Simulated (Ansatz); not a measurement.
MgO built on the rocksalt prototype, relaxed with r2SCAN in the PAW code Ansatz. Space group Fm-3m (No. 225), cubic; conventional cell a = 4.204 Å, 9.29 Å³ an atom. Around Mg lie 6 O at 2.10 Å; around O lie 6 Mg at 2.10 Å.

The axes x, y and z are those of this cell:
```xyz
2
Lattice="0.0000 2.1022 2.1022 2.1022 0.0000 2.1022 2.1022 2.1022 0.0000" Properties=species:S:1:pos:R:3 pbc="T T T"
Mg    0.0000    0.0000    0.0000
O     2.1022    2.1022    2.1022
```

Unstrained: With PBE the gap is 4.797 eV and direct, at Γ. With r2SCAN the gap is 5.685 eV and direct, at Γ. With HSE06 the gap is 6.541 eV and direct, at Γ. Meshes: PBE 10×10×10, r2SCAN 10×10×10, HSE06 8×8×8. Strains are changes of length per length, and xy shears are angles. After each strain the atoms were relaxed again with r2SCAN within the symmetry that the strain leaves, so tilts or polar shifts that break it weren't tested; points keep the names that they have in the unstrained zone. Calculated for a static, non-magnetic cell.

Problem. One strain changed the r2SCAN stress by xx +2.67, yy +2.67, zz +2.67, xy +1.61, xz +1.61, yz +1.61 GPa (compression positive) and the gap by +0.072 eV (PBE), +0.077 eV (r2SCAN), +0.088 eV (HSE06). Which kind of strain was it, and roughly how large?

Solution. Uniaxial -1.54 % along [111], other directions held. The pattern of the stress gives the kind; the size needs the stiffness, so it is an estimate.

Problem. Apply xy shear, engineering strain (angle) +1.85 %. How far does the gap move, against the unstrained cell?

Solution. PBE: the gap goes from 4.797 to 4.723 eV (-0.074 eV); with r2SCAN the top three valence levels at Γ, degenerate before, become 1+1+1 from the top over 141 meV. r2SCAN: the gap goes from 5.685 to 5.609 eV (-0.076 eV). HSE06: the gap goes from 6.541 to 6.468 eV (-0.073 eV). The r2SCAN energy rises by 1.6 meV an atom.

Problem. Apply biaxial -5.86 % in x and y, z held. How far does the gap move, against the unstrained cell?

Solution. PBE: the gap goes from 4.797 to 5.971 eV (+1.174 eV); with r2SCAN the top three valence levels at Γ, degenerate before, become 1+2 from the top over 80 meV. r2SCAN: the gap goes from 5.685 to 6.908 eV (+1.223 eV). HSE06: the gap goes from 6.541 to 7.796 eV (+1.255 eV). The r2SCAN energy rises by 100.5 meV an atom.

The meshes of the hybrids are coarse, so their gaps aren't converged to the digits shown.

The splittings at Γ are without spin-orbit coupling, which regroups them where it is of like size or larger.
